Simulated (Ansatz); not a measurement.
**Ge: properties at the relaxed cell**

Aim: for Ge, fit an equation of state.

Computed with Ansatz 0.2.0 (DFT PBE, scalar-relativistic, plane waves, PAW, unless a step's input says otherwise).

2 further runs of the same task are left out: 2 set aside as unsound or not needed.

## (1) The structure to begin with

The structure is hexagonal, space group P6_3/mmc (No. 194). The conventional cell has a = 4.058 Å, b = 4.058 Å, c = 6.693 Å, α = 90.00°, β = 90.00°, γ = 120.00°. Around Ge (site symmetry 3m) lie 4 Ge at 2.49 to 2.51 Å.

As a file:

```cif
data_structure
_symmetry_space_group_name_H-M 'P 1'
_symmetry_Int_Tables_number 1
_cell_length_a 4.0582
_cell_length_b 4.0582
_cell_length_c 6.6925
_cell_angle_alpha 90.000
_cell_angle_beta 90.000
_cell_angle_gamma 120.000
_cell_volume 95.45
loop_
_atom_site_label
_atom_site_type_symbol
_atom_site_fract_x
_atom_site_fract_y
_atom_site_fract_z
_atom_site_occupancy
Ge1 Ge 0.66667 0.33333 0.06279 1
Ge2 Ge 0.33333 0.66667 0.56279 1
Ge3 Ge 0.66667 0.33333 0.43721 1
Ge4 Ge 0.33333 0.66667 0.93721 1
```

It goes back to an entry of the Materials Project, which need not be the stable form.

This cell was relaxed beforehand with the same method: volume 23.86 Å³/atom, gap on the mesh none (metal).

## (2) Point at V/V0 = 0.97

File input.yaml:

```yaml
crystal:
  lattice:
    - [4.0171624314, 0.0, 0.0]
    - [-2.0085812157, 3.4789647167, 0.0]
    - [0.0, 0.0, 6.6249222908]
  atoms:
    - { symbol: Ge, position: [0.6666666667, 0.3333333333, 0.0627911823] }
    - { symbol: Ge, position: [0.3333333333, 0.6666666667, 0.5627911823] }
    - { symbol: Ge, position: [0.6666666667, 0.3333333333, 0.4372088177] }
    - { symbol: Ge, position: [0.3333333333, 0.6666666667, 0.9372088177] }
basis:
  ecutwfc: 420
kpoints:
  mp_grid: { grid: [12, 12, 6] }
hamiltonian:
  xc: pbe
scf:
  occupations: { method: gaussian, width: 0.1 }
output:
  forces: true
  stress: true
  eigenvalues: true
relax:
  adjacent_minimum: "off"
  f_tol: 0.01
  max_steps: 30
  cell: { stress_tol: 0.1, fix: [volume] }
```

Started as:

```console
ansatz run input.yaml --threads 1 --pin off --max-ram 2560MiB --backend cpu --events-out ev --progress --plain --runs-dir out
```

## (3) Point at V/V0 = 1.03

input.yaml, as its differences from that of step 2:

```diff
@@ -2,5 +2,5 @@
   lattice:
-    - [4.0171624314, 0.0, 0.0]
-    - [-2.0085812157, 3.4789647167, 0.0]
-    - [0.0, 0.0, 6.6249222908]
+    - [4.0983390989, 0.0, 0.0]
+    - [-2.0491695494, 3.549265773, 0.0]
+    - [0.0, 0.0, 6.7587951732]
   atoms:
```

## (4) Point at V/V0 = 0.94

File input.yaml:

```yaml
crystal:
  lattice:
    - [3.9738737804, 0.0, 0.0]
    - [-1.9869368902, 3.4414756453, 0.0]
    - [0.0, 0.0, 6.5606603594]
  atoms:
    - { symbol: Ge, position: [0.6666666667, 0.3333333333, 0.062962872] }
    - { symbol: Ge, position: [0.3333333333, 0.6666666667, 0.562962872] }
    - { symbol: Ge, position: [0.6666666667, 0.3333333333, 0.437037128] }
    - { symbol: Ge, position: [0.3333333333, 0.6666666667, 0.937037128] }
basis:
  ecutwfc: 420
kpoints:
  mp_grid: { grid: [12, 12, 6] }
hamiltonian:
  xc: pbe
scf:
  occupations: { method: gaussian, width: 0.1 }
output:
  forces: true
  stress: true
  eigenvalues: true
relax:
  adjacent_minimum: "off"
  f_tol: 0.01
  max_steps: 30
  cell: { stress_tol: 0.1, fix: [volume] }
```

## (5) The cell scaled to 1.06 of its volume

File input.yaml:

```yaml
crystal:
  lattice:
    - [4.1377486232, 0.0, 0.0]
    - [-2.0688743116, 3.5833954222, 0.0]
    - [0.0, 0.0, 6.8237875753]
  atoms:
    - { symbol: Ge, position: [0.6666666667, 0.3333333333, 0.0627911823] }
    - { symbol: Ge, position: [0.3333333333, 0.6666666667, 0.5627911823] }
    - { symbol: Ge, position: [0.6666666667, 0.3333333333, 0.4372088177] }
    - { symbol: Ge, position: [0.3333333333, 0.6666666667, 0.9372088177] }
basis:
  ecutwfc: 420
kpoints:
  mp_grid: { grid: [12, 12, 6] }
hamiltonian:
  xc: pbe
scf:
  occupations: { method: gaussian, width: 0.1 }
output:
  forces: true
  stress: true
  eigenvalues: true
relax:
  adjacent_minimum: "off"
  f_tol: 0.01
  max_steps: 30
  cell: { stress_tol: 0.1, fix: [volume] }
```

## (6) The cell scaled to 0.91 of its volume

File input.yaml:

```yaml
crystal:
  lattice:
    - [3.9311406429, 0.0, 0.0]
    - [-1.9655703215, 3.4044676626, 0.0]
    - [0.0, 0.0, 6.4901101566]
  atoms:
    - { symbol: Ge, position: [0.6666666667, 0.3333333333, 0.062962872] }
    - { symbol: Ge, position: [0.3333333333, 0.6666666667, 0.562962872] }
    - { symbol: Ge, position: [0.6666666667, 0.3333333333, 0.437037128] }
    - { symbol: Ge, position: [0.3333333333, 0.6666666667, 0.937037128] }
basis:
  ecutwfc: 420
kpoints:
  mp_grid: { grid: [12, 12, 6] }
hamiltonian:
  xc: pbe
scf:
  occupations: { method: gaussian, width: 0.1 }
output:
  forces: true
  stress: true
  eigenvalues: true
relax:
  adjacent_minimum: "off"
  f_tol: 0.01
  max_steps: 30
  cell: { stress_tol: 0.1, fix: [volume] }
```

## (7) The cell scaled to 1.10 of its volume

File input.yaml:

```yaml
crystal:
  lattice:
    - [4.1901459463, 0.0, 0.0]
    - [-2.0950729732, 3.6287728351, 0.0]
    - [0.0, 0.0, 6.9052948007]
  atoms:
    - { symbol: Ge, position: [0.6666666667, 0.3333333333, 0.0626051574] }
    - { symbol: Ge, position: [0.3333333333, 0.6666666667, 0.5626051574] }
    - { symbol: Ge, position: [0.6666666667, 0.3333333333, 0.4373948426] }
    - { symbol: Ge, position: [0.3333333333, 0.6666666667, 0.9373948426] }
basis:
  ecutwfc: 420
kpoints:
  mp_grid: { grid: [12, 12, 6] }
hamiltonian:
  xc: pbe
scf:
  occupations: { method: gaussian, width: 0.1 }
output:
  forces: true
  stress: true
  eigenvalues: true
  write_density: true
  write_potential: true
  elf: true
  volumetric_format: npy
relax:
  adjacent_minimum: "off"
  f_tol: 0.01
  max_steps: 30
  cell: { stress_tol: 0.1, fix: [volume] }
```

## (8) The cell scaled to 0.88 of its volume

File input.yaml:

```yaml
crystal:
  lattice:
    - [3.8859969091, 0.0, 0.0]
    - [-1.9429984546, 3.3653720423, 0.0]
    - [0.0, 0.0, 6.4228179093]
  atoms:
    - { symbol: Ge, position: [0.6666666667, 0.3333333333, 0.0631637283] }
    - { symbol: Ge, position: [0.3333333333, 0.6666666667, 0.5631637283] }
    - { symbol: Ge, position: [0.6666666667, 0.3333333333, 0.4368362717] }
    - { symbol: Ge, position: [0.3333333333, 0.6666666667, 0.9368362717] }
basis:
  ecutwfc: 420
kpoints:
  mp_grid: { grid: [12, 12, 6] }
hamiltonian:
  xc: pbe
scf:
  occupations: { method: gaussian, width: 0.1 }
output:
  forces: true
  stress: true
  eigenvalues: true
relax:
  adjacent_minimum: "off"
  f_tol: 0.01
  max_steps: 30
  cell: { stress_tol: 0.1, fix: [volume] }
```

(Steps that only read results are left out.)

Q: Predict the outcome of this session. Wanted: equilibrium volume of the fit; bulk modulus.

**Answer**, as computed:

```
                     quantity          value
equilibrium volume of the fit  23.86 Å³/atom
                 bulk modulus         59 GPa
      its pressure derivative            4.7
```

In words: The fit puts the minimum at 23.86 Å³/atom with B = 59 GPa and B' = 4.7.
